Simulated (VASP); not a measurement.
**InP in VASP 6.6.1, single-point calculation**

INCAR

```
NELM = 92
METAGGA = R2SCAN
LCHARG = .FALSE.
LWAVE = .FALSE.
ISMEAR = 0
LASPH = .TRUE.
NELECT = 17.5
SIGMA = 0.01
ADDGRID = .TRUE.
IBRION = -1
ALGO = Normal
NBANDS = 16
ISIF = 2
LREAL = .FALSE.
EDIFF = 1E-7
PREC = Accurate
ENCUT = 520
NSW = 0
```

KPOINTS

```
KPOINTS created by Atomic Simulation Environment
0
Gamma
8 8 8
0 0 0
```

POSCAR

```
In P
 1.0000000000000000
     0.0000000000000000    2.8947118821000002    2.8947118821000002
     2.8947118821000002    0.0000000000000000    2.8947118821000002
     2.8947118821000002    2.8947118821000002    0.0000000000000000
 In  P
   1   1
Cartesian
  0.0000000000000000  0.0000000000000000  0.0000000000000000
  1.4473559410500001  1.4473559410500001  1.4473559410500001
```

The recommended PBE PAW datasets give the neutral cell 18 valence electrons.

Command

```
mpirun -np 1 vasp_std
```

Question: Predict the outcome of this run.

Answer: It converged. Results: pressure -12.9 GPa.

OSZICAR

```
N       E                     dE             d eps       ncg     rms          rms(c)
DAV:   1     0.819675702029E+02    0.81968E+02   -0.76422E+03   928   0.116E+03
DAV:   2    -0.305755349643E+02   -0.11254E+03   -0.10787E+03  1056   0.296E+02
DAV:   3    -0.375791386173E+02   -0.70036E+01   -0.69486E+01  1216   0.733E+01
DAV:   4    -0.377673892124E+02   -0.18825E+00   -0.18818E+00  1152   0.129E+01
DAV:   5    -0.377780575766E+02   -0.10668E-01   -0.10668E-01  1440   0.252E+00    0.765E+00
DAV:   6    -0.346061794048E+02    0.31719E+01   -0.16143E+00  1144   0.287E+01    0.370E+00
DAV:   7    -0.345990912657E+02    0.70881E-02   -0.13678E-01  1096   0.343E+00    0.232E+00
DAV:   8    -0.346116777537E+02   -0.12586E-01   -0.25828E-02  1272   0.143E+00    0.792E-01
DAV:   9    -0.346120276513E+02   -0.34990E-03   -0.20392E-03  1384   0.457E-01    0.235E-01
DAV:  10    -0.346120145406E+02    0.13111E-04   -0.12350E-04  1216   0.784E-02    0.239E-01
DAV:  11    -0.346119513984E+02    0.63142E-04   -0.10477E-04  1216   0.921E-02    0.293E-01
DAV:  12    -0.346119779474E+02   -0.26549E-04   -0.12588E-04  1056   0.181E-01    0.412E-01
DAV:  13    -0.346119715658E+02    0.63816E-05   -0.15565E-05  1256   0.502E-02    0.226E-01
DAV:  14    -0.346119707389E+02    0.82691E-06   -0.41413E-06  1256   0.260E-02    0.130E-01
DAV:  15    -0.346119703927E+02    0.34620E-06   -0.35259E-06  1240   0.347E-02    0.475E-03
DAV:  16    -0.346119702104E+02    0.18226E-06   -0.27111E-07  1136   0.376E-03    0.852E-03
DAV:  17    -0.346119703309E+02   -0.12047E-06   -0.56659E-08   608   0.199E-03    0.538E-03
DAV:  18    -0.346119704714E+02   -0.14049E-06   -0.41219E-08   576   0.112E-03    0.102E-03
DAV:  19    -0.346119704634E+02    0.79440E-08   -0.52298E-09   504   0.842E-04
   1 F= -.34611970E+02 E0= -.34611875E+02  d E =-.190158E-03
```

The cell is charged and sits in a uniform background.

For comparison, a separate r²SCAN run of the intended cell, on usual settings and not on those above, gives a gap of 1.38 eV on its mesh and a pressure of 4.6 GPa.
